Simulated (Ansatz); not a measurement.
# Al3Cu2: strain energy, fitted

Al3Cu2, P-3m1, a = 4.102 Å, c = 4.990 Å. The structure is a Materials Project entry; whether it is the stable form wasn't checked. Ansatz: r2SCAN, PAW, 500 eV, Γ-centred 12×12×8 mesh on 5 atoms, Gaussian smearing 0.10 eV; no spin polarisation. Series: biaxial strain in the a-b plane, c and atoms relaxed; x is the strain in per cent. y is the free energy over the unstrained cell, V0 = 14.541 Å³/atom.

```tsv
x (%)	y (meV/atom)
-3.0	?
-2.0	11.07
-1.0	2.72
0.0	0.00
1.0	2.56
2.0	9.78
3.0	21.05
```

**Question.** Fit y = c2 x² + c3 x³ to the other rows, turn c2 into a modulus, and predict the missing energy.

**Answer.** Least squares on the rows shown. y = 2.6009 x² − 0.086333 x³. In eV per unit strain² c2 is 26.01; M is the biaxial modulus (E = M V0 ε²): 26.01 × 160.2 / (14.541) = 287 GPa. At x = -3.0 the fit asked for gives 25.74 meV/atom. The run gave 25.17 meV/atom, so the fit is 0.57 meV/atom too high, 2.3 % of the span of the series, against an rms of 0.04 meV/atom on the fitted rows. The row lies outside the fitted range. With a term in x⁴ added, a fit to the same known rows predicts 25.38 meV/atom, so most of the miss is curvature that the known rows already hold.